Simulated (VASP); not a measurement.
## Cd under changes of volume

One of the cells (22.017 Å³/atom); the others are scaled copies at fixed shape and fractional positions:

```xyz
2
Lattice="2.9986 0.0000 0.0000 -1.4993 2.5969 0.0000 0.0000 0.0000 5.6549" Properties=species:S:1:pos:R:3 pbc="T T T"
Cd    1.4993    0.8656    4.2411
Cd    0.0000    1.7312    1.4137
```

```yaml
Program: VASP 6.6.1
Functional: PBE
Potentials_or_basis: VASP PAW PBE potentials, release 64 (Cd)
Cutoff: 520 eV
k_mesh: 10 × 10 × 5
Occupations: fermi-dirac, width 0.05 eV
Spin: no spin polarisation
```

```tsv
volume (Å³/atom)	energy over the lowest point (meV/atom)	pressure (GPa)
20.290	?	?
20.722	37.17	6.1
21.154	22.74	4.6
22.017	5.25	2.0
22.449	1.28	0.9
22.880	0.00	0.0
```

Question: What does the run at 20.290 Å³/atom give?

Answer: Energy over the lowest point 56.10 meV/atom; pressure 7.9 GPa.

Worked out: A Birch-Murnaghan fit of order 3 (a polynomial in V^(-2/3)) to the other rows has its minimum at 22.89 Å³/atom, just outside them, with B0 = V·E''(V) = 46 GPa and B' = 5.8 at fixed shape and positions, which overstates the stiffness. It gives 56.08 meV/atom at 20.290 Å³/atom, against the run's 56.10, and -dE/dV = 7.9 GPa, against 7.9.

Energies are extrapolated to zero smearing.
